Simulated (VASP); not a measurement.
Calculation: PBE GGA, VASP's PBE PAW potentials (set 64) (plane waves; VASP).

The input files of a VASP run:

POSCAR:
```
ZrO2
2.5450
  0.0000000000   1.0000000000   1.0000000000
  1.0000000000   0.0000000000   1.0000000000
  1.0000000000   1.0000000000   0.0000000000
Zr O
1 2
Cart
  0.0000000000   0.0000000000   0.0000000000
  0.5000000000   0.5000000000   0.5000000000
  1.5000000000   1.5000000000   1.5000000000
```

File KPOINTS:
```
K-points
0
gamma
 4 4 4
```

### INCAR
```
ALGO = Normal
EDIFF = 1E-6
ENCUT = 520
GGA = PE
ISIF = 2
ISMEAR = 0
LASPH = .TRUE.
LCHARG = .FALSE.
LMAXMIX = 4
LREAL = .FALSE.
LWAVE = .FALSE.
NELM = 100
PREC = Accurate
SIGMA = 0.05
SYSTEM = ZrO2
```

POTCAR, in this order: Zr_sv O (PBE.64 set). Program: vasp_std.

Output

### OUTCAR
```
 ion  position               nearest neighbor table
   1  0.000  0.000  0.000-   3 2.20   3 2.20   3 2.20   2 2.20   3 2.20   2 2.20   2 2.20   2 2.20
  LATTYP: Found a face centered cubic cell.
 ALAT       =     5.0900000000
 Subroutine PRICEL returns:
 Original cell was already a primitive cell.
 Subroutine GETGRP returns: Found 48 space group operations
The static configuration has the point symmetry O_h .
The dynamic configuration has the point symmetry O_h .
 Subroutine INISYM returns: Found 48 space group operations
 Subroutine IBZKPT returns following result:
 Found      8 irreducible k-points:

 Following reciprocal coordinates:
            Coordinates               Weight
  0.000000  0.000000  0.000000      1.000000
  0.250000  0.000000  0.000000      8.000000
  0.500000  0.000000  0.000000      4.000000
  0.250000  0.250000  0.000000      6.000000
  0.500000  0.250000  0.000000     24.000000
 -0.250000  0.250000  0.000000     12.000000
  0.500000  0.500000  0.000000      3.000000
 -0.250000  0.500000  0.250000      6.000000
   k-points           NKPTS =      8   k-points in BZ     NKDIM =      8   number of bands    NBANDS=     16
   number of dos      NEDOS =    301   number of ions     NIONS =      3
...
```

OSZICAR:
```
       N       E                     dE             d eps       ncg     rms          rms(c)
DAV:   1     0.184325160622E+03    0.18433E+03   -0.14684E+04   256   0.155E+03
DAV:   2    -0.279780088779E+02   -0.21230E+03   -0.20655E+03   328   0.387E+02
DAV:   3    -0.346546906180E+02   -0.66767E+01   -0.66711E+01   376   0.704E+01
DAV:   4    -0.348995964303E+02   -0.24491E+00   -0.24489E+00   344   0.884E+00
DAV:   5    -0.349032399234E+02   -0.36435E-02   -0.36434E-02   352   0.890E-01    0.249E+01
DAV:   6    -0.286249651885E+02    0.62783E+01   -0.36500E+01   280   0.468E+01    0.994E+00
DAV:   7    -0.285847103867E+02    0.40255E-01   -0.14292E+00   352   0.957E+00    0.617E+00
DAV:   8    -0.285580062665E+02    0.26704E-01   -0.15836E-01   320   0.420E+00    0.491E-01
DAV:   9    -0.285591067400E+02   -0.11005E-02   -0.16874E-02   328   0.893E-01    0.304E-01
DAV:  10    -0.285601949187E+02   -0.10882E-02   -0.57650E-03   328   0.750E-01    0.172E-01
DAV:  11    -0.285601773745E+02    0.17544E-04   -0.20061E-03   320   0.370E-01    0.143E-01
DAV:  12    -0.285601181457E+02    0.59229E-04   -0.31064E-04   272   0.145E-01    0.889E-03
DAV:  13    -0.285601199491E+02   -0.18034E-05   -0.23432E-05   384   0.348E-02    0.733E-03
DAV:  14    -0.285601199307E+02    0.18404E-07   -0.32548E-06   312   0.118E-02
   1 F= -.28560120E+02 E0= -.28560120E+02  d E =-.119529E-16
```

**OUTCAR**
```
------------------------ aborting loop because EDIFF is reached ----------------------------------------
  FORCE on cell =-STRESS in cart. coord.  units (eV):
  Direction    XX          YY          ZZ          XY          YZ          ZX
  --------------------------------------------------------------------------------------
  Total        0.8248019      0.8248019      0.8248019     -0.0000000      0.0000000     -0.0000000
  in kB       40.0836127     40.0836127     40.0836127     -0.0000000      0.0000000     -0.0000000
  external PRESSURE =      40.0836127 kB  Pullay stress =       0.0000000 kB
  volume of cell :       32.97
      direct lattice vectors                 reciprocal lattice vectors
     0.000000000  2.545000000  2.545000000    -0.196463654  0.196463654  0.196463654
     2.545000000  0.000000000  2.545000000     0.196463654 -0.196463654  0.196463654
     2.545000000  2.545000000  0.000000000     0.196463654  0.196463654 -0.196463654
 POSITION                                       TOTAL-FORCE (eV/Angst)
 -----------------------------------------------------------------------------------
      0.00000      0.00000      0.00000         0.000000      0.000000     -0.000000
      1.27250      1.27250      1.27250         0.000000     -0.000000      0.000000
      3.81750      3.81750      3.81750        -0.000000      0.000000     -0.000000
 -----------------------------------------------------------------------------------
    total drift:                                0.000000      0.000000      0.000000
  FREE ENERGIE OF THE ION-ELECTRON SYSTEM (eV)
  ---------------------------------------------------
  free  energy   TOTEN  =       -28.5601199307 eV

  energy  without entropy=      -28.5601199307  energy(sigma->0) =      -28.56011993
```
(Selected blocks of OUTCAR.)

**OUTCAR**
```
 val. band max:        7.2239520857   @ k =   0.5000   0.5000   0.0000

 cond. band min:      10.5765886314   @ k =   0.0000   0.0000   0.0000


 Fermi energy:         7.5082810691

 k-point     1 :       0.0000    0.0000    0.0000
  band No.  band energies     occupation
      1     -40.8641      2.00000
      2     -18.6844      2.00000
      3     -18.6844      2.00000
      4     -18.6844      2.00000
      5     -10.9730      2.00000
      6      -8.4148      2.00000
      7       1.9925      2.00000
      8       1.9925      2.00000
      9       1.9925      2.00000
     10       6.6928      2.00000
     11       6.6928      2.00000
     12       6.6928      2.00000
     13      10.5766      0.00000
     14      10.5766      0.00000
     15      13.8031      0.00000
     16      16.5910      0.00000

 k-point     2 :       0.2500    0.0000    0.0000
  band No.  band energies     occupation
      1     -40.8408      2.00000
      2     -19.0467      2.00000
      3     -18.7195      2.00000
      4     -18.7195      2.00000
      5     -10.2898      2.00000
      6      -8.8502      2.00000
      7       2.5119      2.00000
      8       2.5119      2.00000
      9       3.3979      2.00000
     10       5.5918      2.00000
     11       5.9244      2.00000
     12       5.9244      2.00000
     13      11.2732      0.00000
     14      11.2732      0.00000
     15      14.0461      0.00000
     16      15.9376      0.00000

 k-point     3 :       0.5000    0.0000    0.0000
  band No.  band energies     occupation
      1     -40.8173      2.00000
      2     -19.3671      2.00000
      3     -18.7542      2.00000
      4     -18.7542      2.00000
      5     -10.0130      2.00000
      6      -8.7707      2.00000
      7       3.0074      2.00000
      8       3.0074      2.00000
      9       4.6955      2.00000
     10       4.7500      2.00000
     11       5.5826      2.00000
     12       5.5826      2.00000
     13      11.2180      0.00000
...
```

The compound is ZrO2 in the fluorite structure, the high-temperature cubic form, which is unstable at 0 K; the monoclinic form is the stable one. The cell was not relaxed at this level. The k-mesh is coarse (spacing up to 0.53 per Å, 2π included), so the numbers may not be converged in it. The run is one of a series of settings (KPOINTS 4×4×4 Γ-centred mesh against the base run), some of them coarse on purpose.
